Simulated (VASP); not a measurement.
Write the native input for VASP 6.6.1 that does the following.

```
Task                   : relaxation of cell and atoms
Functional             : PBE
Potentials or basis    : VASP PAW PBE potentials, release 64 (Mg, Sn_d)
Cutoff                 : 520 eV
k mesh                 : 9 × 9 × 9
Occupations            : gaussian, width 0.1 eV
Spin                   : no spin polarisation
Further INCAR settings : ALGO = Normal; EDIFF = 1e-07; IBRION = 2; POTIM = 0.3; EDIFFG = -0.005; NSW = 60; ISIF = 3
```

The structure of Mg2Sn lies in POSCAR:

```
Mg2Sn                                   
1.0
    0.0000000000      3.4059019240      3.4059019240
    3.4059019240     -0.0000000000      3.4059019240
    3.4059019240      3.4059019240     -0.0000000000
  Mg              Sn            
     2     1
Direct
     0.2500000000000000    0.2500000000000000    0.2500000000000000
     0.7500000000000000    0.7500000000000000    0.7500000000000000
     0.0000000000000000    1.0000000000000000    1.0000000000000000
```

One way to write it, as run:

INCAR

```
SYSTEM = Mg2Sn
PREC = Accurate
ENCUT = 520
EDIFF = 1E-7
ISMEAR = 0
SIGMA = 0.1
LREAL = .FALSE.
LASPH = .TRUE.
NELM = 120
ALGO = Normal
ISIF = 3
LWAVE = .FALSE.
LCHARG = .FALSE.
GGA = PE
IBRION = 2
NSW = 60
EDIFFG = -0.005
POTIM = 0.3
```

KPOINTS

```
Automatic mesh
0
G
  9 9 9
  0 0 0
```

Potentials or basis: VASP PAW PBE potentials, release 64 (Mg, Sn_d).

Launch:

```bash
$ cat potpaw_PBE.64/Mg/POTCAR potpaw_PBE.64/Sn_d/POTCAR > POTCAR
$ mpirun -np 1 vasp_std > vasp.out
```

Results of the run:

| Property | Result |
| --- | --- |
| Relaxed volume | 26.32 Å³/atom |
| Relaxed cell | a = 4.815 Å, b = 4.815 Å, c = 4.815 Å, α = 60.00°, β = 60.00°, γ = 60.00° |
| Space group after relaxing (to 0.05 Å) | Fm-3m (No. 225) |
| Energy gained by relaxing | 0.0 meV/atom |
| Ionic steps | 2 |
| Pressure after relaxing | 0.0 GPa |
| Band gap on the k mesh | none (metal or under the smearing width) |

Caveat: this crystal is a semiconductor, whose small gap the functional closes, so the metal is an error of the method.

It took 28 s on 1 thread of AMD EPYC 9R45 96-Core Processor (Zen 5), with other jobs on the host, peak memory 0.2 GiB.
